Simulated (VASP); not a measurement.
# SiO2 (Cristobalite) (P4_12_12) in VASP: notebook

One crystal, SiO2 (Cristobalite), is run at these levels: LDA; tasks: single point.

Program: VASP 6.6.1. These are calculated values, not measurements. Logs are shortened: lines on timing, memory, paths and dates and some standing lists are left out, and cuts for length are marked.

**1. The crystal as given**

The structure is tetragonal, space group P4_12_12 (No. 92). Conventional cell: a = 4.982 Å, b = 4.982 Å, c = 6.963 Å, α = 90.00°, β = 90.00°, γ = 90.00°. Si (site symmetry 2) is surrounded by 4 O at 1.60 to 1.61 Å. O (site symmetry 1) has 2 Si at 1.60 to 1.61 Å as nearest neighbours.

**2. Single point, LDA**

File INCAR:

```
SYSTEM = SiO2
PREC = Accurate ; ENCUT = 460
EDIFF = 1E-7 ; ISMEAR = 0
SIGMA = 0.05 ; LREAL = .FALSE.
LASPH = .TRUE. ; NELM = 100
ALGO = Normal ; ISIF = 2
LWAVE = .FALSE. ; LCHARG = .FALSE.
GGA = CA ; ADDGRID = .FALSE.
```

File KPOINTS:

```
Automatic mesh
0
G
  5 5 4
  0 0 0
```

File POSCAR:

```
SiO2
1.0
    4.9820000000      0.0000000000      0.0000000000
    0.0000000000      4.9820000000      0.0000000000
    0.0000000000      0.0000000000      6.9630000000
Si O
4 8
Direct
    0.7989700000      0.2010300000      0.7500000000
    0.7010300000      0.7010300000      0.5000000000
    0.2010300000      0.7989700000      0.2500000000
    0.2989700000      0.2989700000      0.0000000000
    0.1034700000      0.2398900000      0.8218700000
    0.2601100000      0.6034700000      0.0718700000
    0.8965300000      0.7601100000      0.3218700000
    0.7398900000      0.3965300000      0.5718700000
    0.6034700000      0.2601100000      0.9281300000
    0.7601100000      0.8965300000      0.6781300000
    0.3965300000      0.7398900000      0.4281300000
    0.2398900000      0.1034700000      0.1781300000
```

Potentials or basis: VASP PAW LDA potentials, release 64 (Si, O).

The run is started by

```sh
cat potpaw_LDA.64/Si/POTCAR potpaw_LDA.64/O/POTCAR > POTCAR
mpirun -np 1 vasp_std > vasp.out
```

OUTCAR:

```text
SYSTEM = SiO2
   PREC = Accurate
   ENCUT = 460
   EDIFF = 1E-7
   ISMEAR = 0
   LREAL = .FALSE.
   LASPH = .TRUE.
   NELM = 100
   ISIF = 2
   GGA = CA

 Found     18 irreducible k-points:

 Following reciprocal coordinates:
            Coordinates               Weight
  0.000000  0.000000  0.000000      1.000000
  0.200000  0.000000  0.000000      4.000000
  0.400000  0.000000  0.000000      4.000000
  0.200000  0.200000  0.000000      4.000000
  0.400000  0.200000  0.000000      8.000000
  0.400000  0.400000  0.000000      4.000000
   k-points           NKPTS =     18   k-points in BZ     NKDIM =     18   number of bands    NBANDS=     39
   number of dos      NEDOS =    301   number of ions     NIONS =     12
   total plane-waves  NPLWV =  64800
   dimension x,y,z NGX =    36 NGY =   36 NGZ =   50
   dimension x,y,z NGXF=    72 NGYF=   72 NGZF=  100
   ions per type =               4   8
   NGX,Y,Z   is equivalent  to a cutoff of  12.01, 12.01, 11.94 a.u.
   NGXF,Y,Z  is equivalent  to a cutoff of  24.03, 24.03, 23.88 a.u.
 SYSTEM =  SiO2
   PREC   = accura    normal or accurate (medium, high low for compatibility)
   ISTART =      0    job   : 0-new  1-cont  2-samecut
   ICHARG =      2    charge: 1-file 2-atom 10-const
   ISPIN  =      1    spin polarized calculation?
   LNONCOLLINEAR =      F non collinear calculations
   LSORBIT =      F    spin-orbit coupling
   LASPH  =      T    aspherical Exc in radial PAW
   ENCUT  =  460.0 eV  33.81 Ry    5.81 a.u.   8.71  8.71 12.18*2*pi/ulx,y,z
   NELM   =    100;   NELMIN=  2; NELMDL= -5     # of ELM steps
   EDIFF  = 0.1E-06   stopping-criterion for ELM
   LREAL  =      F    real-space projection
   EDIFFG = 0.1E-05   stopping-criterion for IOM
   NSW    =      0    number of steps for IOM
   IBRION =     -1    ionic relax: 0-MD 1-quasi-New 2-CG
   NFREE  =      0    steps in history (QN), initial steepest desc. (CG)
   ISIF   =      2    stress and relaxation
   ISYM   =      2    0-nonsym 1-usesym 2-fastsym
   POTIM  = 0.5000    time-step for ionic-motion
   TEBEG  =    0.0;   TEEND  =   0.0 temperature during run
   PSTRESS=    0.0 pullay stress
   NELECT =      64.0000    total number of electrons
   NUPDOWN=      -1.0000    fix difference up-down
   EMIN   =  10.00;   EMAX   =-10.00  energy-range for DOS
   EFERMI =   0.00;   METHOD = LEGACY
   ISMEAR =     0;   SIGMA  =   0.05  broadening in eV -4-tet -1-fermi 0-gaus
   EFERMI_NEDOS =   21; number of points for ismear=-14 and -15
   IALGO  =     38    algorithm
   IMIX   =      4    mixing-type and parameters
     AMIX     =   0.40;   BMIX     =  1.00
     AMIX_MAG =   1.60;   BMIX_MAG =  1.00
  volume/ion in A,a.u.               =      14.40        97.19
  Fermi-wavevector in a.u.,A,eV,Ry     =   1.175620  2.221599 18.804365  1.382082
  Thomas-Fermi vector in A             =   2.311997
   LORBIT       =      0    0 simple, 1 ext, 2 COOP (PROOUT), +10 PAW based schemes
   GGA     = CA    functional components
   LHFCALC =     F    Hartree Fock is set to
   AEXX    =    0.0000 exact exchange contribution
   IVDW    =     0    specifies the selected vdW correction
   LEPSILON=     F    determine dielectric tensor
   LRPA    =     F    only Hartree local field effects (RPA)
 non-spin polarized calculation
 Gauss-broadening in eV      SIGMA  =   0.05
  energy-cutoff  :      460.00
  volume of cell :      172.82
 maximum number of plane-waves:      3904
 NGX is ok and might be reduce to    36

 number of electron      64.0000001 magnetization

 Free energy of the ion-electron system (eV)
  ---------------------------------------------------
  ext. energy  EPLUGINS =         0.00000000
  ---------------------------------------------------
  free energy    TOTEN  =      -103.77811666 eV

  energy without entropy =     -103.77811666  energy(sigma->0) =     -103.77811666

 E-fermi :   0.1364     XC(G=0):  -8.9508

 val. band max:       -0.1640149843   @ k =   0.0000   0.0000   0.0000
 cond. band min:       5.3537689660   @ k =   0.0000   0.0000   0.0000
 fundamental gap:      5.5177839503
 Fermi energy:         0.1363550533

 k-point     1 :       0.0000    0.0000    0.0000
  band No.  band energies     occupation
      1     -19.4261      2.00000
      2     -18.4940      2.00000
      3     -18.4940      2.00000
      4     -17.2686      2.00000
      5     -17.2172      2.00000
      6     -17.2144      2.00000
      7     -17.1989      2.00000
      8     -17.1989      2.00000
      9      -9.7852      2.00000
     10      -7.6421      2.00000
     11      -7.6421      2.00000
     12      -6.0663      2.00000
     13      -5.9395      2.00000
     14      -5.9395      2.00000
     15      -5.4400      2.00000
     16      -5.2738      2.00000
     17      -3.1849      2.00000
     18      -3.1762      2.00000
     19      -3.1762      2.00000
     20      -2.6177      2.00000
     21      -2.5218      2.00000
     22      -2.2545      2.00000
     23      -2.0313      2.00000
     24      -1.9896      2.00000
     25      -1.9896      2.00000
     26      -1.5054      2.00000
     27      -1.5054      2.00000
     28      -1.3602      2.00000
     29      -0.8282      2.00000
     30      -0.4269      2.00000
     31      -0.4269      2.00000
     32      -0.1640      2.00000
     33       5.3538      0.00000
     34       8.4201      0.00000
     35       8.4201      0.00000
     36       8.8497      0.00000
     37       8.8497      0.00000
     38       9.2445      0.00000
     39       9.5677      0.00000

 k-point     2 :       0.2000    0.0000    0.0000
  band No.  band energies     occupation
      1     -19.3410      2.00000
      2     -18.5815      2.00000
      3     -18.3913      2.00000
      4     -17.3521      2.00000
      5     -17.2743      2.00000
      6     -17.2399      2.00000
      7     -17.2132      2.00000
      8     -17.2001      2.00000
      9      -9.5658      2.00000
     10      -7.8528      2.00000
     11      -7.4106      2.00000
     12      -6.0424      2.00000
     13      -5.9663      2.00000
     14      -5.8657      2.00000
     15      -5.4735      2.00000
     16      -5.3023      2.00000
     17      -3.4157      2.00000
     18      -3.1041      2.00000
     19      -3.0234      2.00000
     20      -2.5390      2.00000
     21      -2.5251      2.00000
     22      -2.2992      2.00000
     23      -2.2065      2.00000
     24      -1.9852      2.00000
     25      -1.9330      2.00000
     26      -1.6789      2.00000
     27      -1.3535      2.00000
     28      -1.3532      2.00000
     29      -0.8931      2.00000
     30      -0.5699      2.00000
     31      -0.4661      2.00000
     32      -0.2881      2.00000
     33       5.7653      0.00000
     34       8.5188      0.00000
     35       8.5328      0.00000
     36       8.9053      0.00000
     37       8.9309      0.00000
     38       9.4124      0.00000
     39       9.5486      0.00000

 k-point     3 :       0.4000    0.0000    0.0000
  band No.  band energies     occupation
      1     -19.1119      2.00000
      2     -18.8187      2.00000
      3     -18.1059      2.00000
      4     -17.7133      2.00000
      5     -17.2833      2.00000
      6     -17.2753      2.00000
      7     -17.2084      2.00000
      8     -17.2034      2.00000
      9      -9.0217      2.00000
     10      -8.3793      2.00000
     11      -6.8714      2.00000
     12      -6.3543      2.00000
     13      -5.7833      2.00000
     14      -5.6331      2.00000
     15      -5.6006      2.00000
     16      -5.4066      2.00000
     17      -3.4209      2.00000
     18      -3.0768      2.00000
     19      -2.9082      2.00000
     20      -2.8377      2.00000
     21      -2.5122      2.00000
     22      -2.4059      2.00000
     23      -2.3233      2.00000
     24      -1.9857      2.00000
     25      -1.8865      2.00000
     26      -1.6919      2.00000
     27      -1.4633      2.00000
     28      -1.0120      2.00000
     29      -0.9725      2.00000
     30      -0.7480      2.00000
     31      -0.5898      2.00000
     32      -0.5732      2.00000
     33       6.7699      0.00000
     34       8.0340      0.00000
     35       8.7860      0.00000
     36       8.8098      0.00000
     37       9.2336      0.00000
     38       9.2563      0.00000
     39       9.5145      0.00000

 k-point     4 :       0.2000    0.2000    0.0000
  band No.  band energies     occupation
      1     -19.2547      2.00000
      2     -18.4832      2.00000
      3     -18.4780      2.00000
      4     -17.4771      2.00000
      5     -17.2789      2.00000
      6     -17.2393      2.00000
      7     -17.2390      2.00000
      8     -17.2221      2.00000
      9      -9.3494      2.00000
     10      -7.6504      2.00000
     11      -7.6145      2.00000
     12      -6.2388      2.00000
     13      -5.8553      2.00000
     14      -5.7208      2.00000
     15      -5.4589      2.00000
     16      -5.3010      2.00000
     17      -3.3803      2.00000
     18      -3.2659      2.00000
     19      -2.9811      2.00000
     20      -2.4723      2.00000
     21      -2.4717      2.00000
     22      -2.4162      2.00000
     23      -2.1741      2.00000
     24      -2.1035      2.00000
     25      -2.0686      2.00000
     26      -1.6241      2.00000
     27      -1.4225      2.00000
     28      -1.1391      2.00000
     29      -1.0223      2.00000
     30      -0.6295      2.00000
     31      -0.5813      2.00000
     32      -0.3768      2.00000
     33       6.1471      0.00000
     34       8.4224      0.00000
     35       8.8198      0.00000
     36       8.8615      0.00000
     37       8.9777      0.00000
     38       9.2650      0.00000
     39       9.6013      0.00000

 k-point     5 :       0.4000    0.2000    0.0000
  band No.  band energies     occupation
      1     -19.0218      2.00000
      2     -18.7229      2.00000
      3     -18.2008      2.00000
      4     -17.8184      2.00000
      5     -17.2854      2.00000
      6     -17.2758      2.00000
      7     -17.2367      2.00000
      8     -17.2328      2.00000
      9      -8.8109      2.00000
     10      -8.1704      2.00000
     11      -7.1182      2.00000
     12      -6.6060      2.00000
     13      -5.6414      2.00000
     14      -5.5097      2.00000
     15      -5.4927      2.00000
     16      -5.3392      2.00000
     17      -3.3714      2.00000
     18      -3.1478      2.00000
     19      -3.0497      2.00000
     20      -2.9013      2.00000
     21      -2.5058      2.00000
     22      -2.3883      2.00000
     23      -2.2344      2.00000
     24      -2.1018      2.00000
     25      -2.0602      2.00000
     26      -1.7865      2.00000
     27      -1.3319      2.00000
     28      -0.9787      2.00000
     29      -0.9469      2.00000
     30      -0.8397      2.00000
     31      -0.6914      2.00000
     32      -0.6068      2.00000
     33       7.0741      0.00000
     34       8.1871      0.00000
     35       8.6005      0.00000
     36       8.8668      0.00000
     37       9.2691      0.00000
     38       9.4001      0.00000
     39       9.5929      0.00000

 k-point     6 :       0.4000    0.4000    0.0000
  band No.  band energies     occupation
      1     -18.7774      2.00000
      2     -18.4666      2.00000
      3     -18.4533      2.00000
      4     -18.1108      2.00000
      5     -17.2884      2.00000
      6     -17.2793      2.00000
      7     -17.2718      2.00000
      8     -17.2653      2.00000
      9      -8.2890      2.00000
     10      -7.7149      2.00000
     11      -7.6118      2.00000
     12      -7.0917      2.00000
     13      -5.4381      2.00000
     14      -5.3796      2.00000
     15      -5.2947      2.00000
     16      -5.2351      2.00000
     17      -3.2926      2.00000
     18      -3.1810      2.00000
     19      -3.1439      2.00000
     20      -2.9893      2.00000
     21      -2.6661      2.00000
     22      -2.5797      2.00000
     23      -2.4272      2.00000
     24      -2.3550      2.00000
     25      -1.8893      2.00000
     26      -1.5364      2.00000
     27      -1.5305      2.00000
     28      -1.1855      2.00000
     29      -0.8486      2.00000
     30      -0.7916      2.00000
     31      -0.7582      2.00000
     32      -0.6701      2.00000
     33       7.7825      0.00000
     34       8.4164      0.00000
     35       8.5862      0.00000
     36       8.5942      0.00000
     37       9.4488      0.00000
     38       9.4772      0.00000
     39       9.6662      0.00000

 [... further k-points ...]
[... 5 lines left out ...]
  --------------------------------------------------------------------------------------
  -------------------------------------------------------------------------------------
  Total       -0.1199270     -0.1199270      0.4325598      0.0000000      0.0000000     -0.0000000
  in kB       -1.1117925     -1.1117925      4.0100788      0.0000000      0.0000000     -0.0000000
  external PRESSURE =       0.5954979 kB  Pullay stress =       0.0000000 kB

 VOLUME and BASIS-vectors are now :
 -----------------------------------------------------------------------------
  energy-cutoff  :      460.00
  volume of cell :      172.82
      direct lattice vectors                 reciprocal lattice vectors
     4.982000000  0.000000000  0.000000000     0.200722601  0.000000000  0.000000000
     0.000000000  4.982000000  0.000000000     0.000000000  0.200722601  0.000000000
     0.000000000  0.000000000  6.963000000     0.000000000  0.000000000  0.143616257

 POSITION                                       TOTAL-FORCE (eV/Angst)
 -----------------------------------------------------------------------------------
      3.98047      1.00153      5.22225         0.128585     -0.128585     -0.000000
      3.49253      3.49253      3.48150        -0.128585     -0.128585     -0.000000
      1.00153      3.98047      1.74075        -0.128585      0.128585     -0.000000
      1.48947      1.48947      0.00000         0.128585      0.128585     -0.000000
      0.51549      1.19513      5.72268        -0.087143     -0.044286     -0.115546
      1.29587      3.00649      0.50043         0.044286     -0.087143     -0.115546
      4.46651      3.78687      2.24118         0.087143      0.044286     -0.115546
      3.68613      1.97551      3.98193        -0.044286      0.087143     -0.115546
      3.00649      1.29587      6.46257        -0.087143      0.044286      0.115546
      3.78687      4.46651      4.72182         0.044286      0.087143      0.115546
      1.97551      3.68613      2.98107         0.087143     -0.044286      0.115546
      1.19513      0.51549      1.24032        -0.044286     -0.087143      0.115546
 -----------------------------------------------------------------------------------
    total drift:                               -0.000000      0.000000     -0.000000

  FREE ENERGIE OF THE ION-ELECTRON SYSTEM (eV)
  ---------------------------------------------------
  free  energy   TOTEN  =      -103.7781166573 eV

  energy  without entropy=     -103.7781166573  energy(sigma->0) =     -103.77811666
```

Run time: 79 s. Hardware: 1 thread of Intel Xeon Platinum 8375C at 2.90GHz (Ice Lake), shared host; peak memory 0.21 GiB.

The run converged, but some of its settings lie outside the range that counts as converged, so its numbers aren't taken as properties of the crystal.

What came out:

| Item | Value |
| --- | --- |
| Free energy | -103.7781 eV |
| Pressure | 0.1 GPa |
| Largest force | 0.182 eV/Å |
| Band gap on the k mesh | 5.52 eV, direct |

Caveat: the cutoff is under 1.25 times the usual one of these potentials, so pressure, stress and relaxed cells hold a basis-set (Pulay) error; an odd mesh through Γ misses points on the zone boundary, where band edges often lie.

**3. Single point, LDA**

Edit INCAR of step 2 so:

```diff
@@ -1,3 +1,3 @@
 SYSTEM = SiO2
-PREC = Accurate ; ENCUT = 460
+PREC = Accurate ; ENCUT = 900
 EDIFF = 1E-7 ; ISMEAR = 0
```

File KPOINTS:

```
Automatic mesh
0
G
  4 4 3
  0 0 0
```

POSCAR is that of step 2.

Potentials or basis: VASP PAW LDA potentials, release 64 (Si, O).

The run is started by

```sh
cat potpaw_LDA.64/Si/POTCAR potpaw_LDA.64/O/POTCAR > POTCAR
mpirun -np 1 vasp_std > vasp.out
```

It took 4.9 min on 1 thread of Intel Xeon Platinum 8375C at 2.90GHz (Ice Lake), shared host; peak memory 0.39 GiB.

These settings aren't checked as converged: the numbers below hold their error.

Results:

* Free energy: -103.8393 eV
* Pressure: 0.6 GPa
* Largest force: 0.183 eV/Å
* Band gap on the k mesh: 5.52 eV, direct

(Part 1 of 3 ends here.)
